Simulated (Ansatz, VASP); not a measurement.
# La2O3: VASP beside Ansatz

The input INCAR:

```
  PREC = Accurate
  ENCUT = 520
  EDIFF = 1E-7
  ISMEAR = -1
  SIGMA = 0.05
  LREAL = False
  LASPH = True
  NELM = 80
  ALGO = Normal
  ISIF = 2
  LWAVE = False
  LCHARG = False
  GGA = PE
  NBANDS = 28
```

File KPOINTS:

```
Automatic mesh
0
Gamma
  5 5 8
```

Contents of POSCAR:

```
La2O3
1.0
    6.2667802772      0.0000000000      0.0000000000
   -3.1333901386      5.4271909200      0.0000000000
    0.0000000000      0.0000000000      3.2997660000
La O
2 3
Direct
    0.6666666667      0.3333333333      0.5000000000
    0.3333333333      0.6666666667      0.5000000000
    0.5080139900      0.0000000000      0.0000000000
    0.0000000000      0.5080139900      0.0000000000
    0.4919860100      0.4919860100      0.0000000000
```

input.yaml

```yaml
crystal:
  lattice:
    - [6.2667802772, 0.0, 0.0]
    - [-3.1333901386, 5.42719092, 0.0]
    - [0.0, 0.0, 3.299766]
  atoms:
    - { symbol: La, position: [0.6666666667, 0.3333333333, 0.5] }
    - { symbol: La, position: [0.3333333333, 0.6666666667, 0.5] }
    - { symbol: O, position: [0.50801399, 0.0, 0.0] }
    - { symbol: O, position: [0.0, 0.50801399, 0.0] }
    - { symbol: O, position: [0.49198601, 0.49198601, 0.0] }
hamiltonian:
  xc: pbe
  pseudopotentials: { kind: paw }
kpoints:
  mp_grid: { grid: [5, 5, 8] }
scf:
  occupations: { method: fermi_dirac, width: 0.05 }
output:
  forces: true
  stress: true
  eigenvalues: true
```

The cell comes from a database or a generator and needn't be the stable form of this composition.

Alike in both runs: task single point; functional PBE; k mesh 5 × 5 × 8; occupations fermi-dirac, width 0.05 eV; no spin polarisation.

|  | VASP | Ansatz |
| --- | --- | --- |
| version | VASP 6.6.1 | Ansatz 0.2.0 |
| potentials or method | VASP PAW PBE potentials, release 64 (La, O) | Ansatz PAW |
| plane-wave cutoff (eV) | 520 | 420 |
| valence electrons in the cell | 40 | 40 |

VASP gave:

| Quantity | Value |
| --- | --- |
| gap on the k mesh at the Fermi level (eV) | 1.54 |
| least direct gap on the mesh (eV) | 2.05 |
| pressure (GPa) | 1.9 |
| largest component of the traceless stress (GPa) | 1.57 |
| rms of the force components (eV/Å) | 0.021 |

Task: Which values does Ansatz return?

Result: gap on the k mesh at the Fermi level (eV): 1.53; least direct gap on the mesh (eV): 2.05; pressure (GPa): 2.1; largest component of the traceless stress (GPa): 1.52; rms of the force components (eV/Å): 0.021.

Atom by atom the forces differ by 0.001 eV/Å (rms over components).

Caveats: spin-orbit coupling is left out, which moves the levels of the heavy elements; an odd mesh through Γ misses points on the zone boundary, where band edges often lie (VASP); odd divisions of the mesh miss points on the zone boundary, where band edges often lie, so the gap on the mesh can be too wide (Ansatz); the pressure holds a Pulay correction of +0.3 GPa for the finite cutoff (Ansatz).
